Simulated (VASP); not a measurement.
Runs of VASP 6.6.1 on Si. Symmetry: Fd-3m, No. 227, cubic system. Conventional cell: a = 5.431 Å, b = 5.431 Å, c = 5.431 Å, α = 90.00°, β = 90.00°, γ = 90.00°. Around Si (site symmetry -43m) lie 4 Si at 2.35 Å. 

| cell | P gpa | target pressure | gap on the mesh (eV) | pressure (GPa) |
| --- | --- | --- | --- | --- |
| relaxed to 12 GPa | 12 | 12 GPa | (a) | 12.0 |
| relaxed | 0 | - | 0.48 | 0.0 |
| relaxed to 3 GPa | 3 | 3 GPa | 0.43 | 3.0 |
| relaxed to 6 GPa | 6 | 6 GPa | (b) | 6.0 |
| relaxed to 9 GPa | 9 | 9 GPa | 0.32 | 9.0 |

Alike in all rows: task relaxation of cell and atoms; level PBEsol; potentials or basis VASP PAW PBE potentials, release 64 (Si); no spin polarisation; k mesh 11 × 11 × 11; cutoff (eV) 600; smearing fermi-dirac 0.05 eV.

Question: Estimate the missing entries.

Answer: (a) 0.27; (b) 0.37.

Caveats: the PAW data sets were made with another functional, which shifts forces and pressure a little; an odd mesh through Γ misses points on the zone boundary, where band edges often lie; the cell is relaxed towards a set pressure, so the enthalpy falls and the energy may rise (some runs).
